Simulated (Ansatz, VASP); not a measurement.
# Pt: VASP beside Ansatz

```
CELL_PARAMETERS angstrom
2.75854 0.00000 0.00000
-1.37927 2.38897 0.00000
0.00000 0.00000 4.78138
ATOMIC_POSITIONS crystal
Pt 0.66667 0.33333 0.75000
Pt 0.33333 0.66667 0.25000
```

Alike in both runs: functional PBE; k mesh 18 × 18 × 10; occupations gaussian, width 0.1 eV; no spin polarisation.

Ansatz relaxed the structure, and its values are those at the end. VASP's run is a single point on that final structure, the one shown.

|  | VASP | Ansatz |
| --- | --- | --- |
| version | VASP 6.6.1 | Ansatz 0.2.0 |
| potentials or method | VASP PAW PBE potentials, release 64 (Pt) | scalar-relativistic, plane waves, PAW |
| plane-wave cutoff (eV) | 520 | 420 |
| valence electrons in the cell | 20 | 36 |

```csv
,VASP,Ansatz,Ansatz less VASP
gap on the k mesh at the Fermi level (eV),none,none,-
pressure (GPa),-0.5,0.0,+0.50
```

A gap of «none» marks a metal or a gap that the smearing closes. With one functional, cell and mesh, what is left measures potentials, basis and numerics. The two sets of potentials don't hold the same shells in valence.

Spin-orbit coupling is left out, which matters for the levels of Pt.
